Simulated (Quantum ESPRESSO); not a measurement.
# Ag under changes of volume

One of the cells (17.048 Å³/atom); the others are scaled copies at fixed shape and fractional positions:

```
CELL_PARAMETERS angstrom
0.00000 2.04275 2.04275
2.04275 0.00000 2.04275
2.04275 2.04275 0.00000
ATOMIC_POSITIONS crystal
Ag 0.00000 0.00000 0.00000
```

| Item | Value |
| --- | --- |
| Program | Quantum ESPRESSO 7.5 |
| Functional | PBEsol |
| Potentials or basis | PseudoDojo 0.4.1 SR PBEsol standard |
| Cutoff | 1116 eV |
| Density cutoff | 4463 eV |
| k mesh | 11 × 11 × 11 |
| Occupations | fermi-dirac, width 0.05 eV |
| Spin | no spin polarisation |

```tsv
volume (Å³/atom)	energy over the lowest point (meV/atom)	pressure (GPa)
16.025	8.25	4.7
16.366	1.20	1.7
16.707	0.00	-0.8
17.048	3.91	-3.0
17.389	?	?
17.730	24.38	-6.6
18.071	39.74	-8.0
```

**Question.** What does the run at 17.389 Å³/atom give?

**Answer.** Energy over the lowest point 12.24 meV/atom; pressure -5.0 GPa.

Worked out: A Birch-Murnaghan fit of order 3 (a polynomial in V^(-2/3)) to the other rows has its minimum at 16.61 Å³/atom with B0 = V·E''(V) = 121 GPa and B' = 6.1. It gives 12.25 meV/atom at 17.389 Å³/atom, against the run's 12.24, and -dE/dV = -4.8 GPa, against -5.0.

Energies are extrapolated to zero smearing.
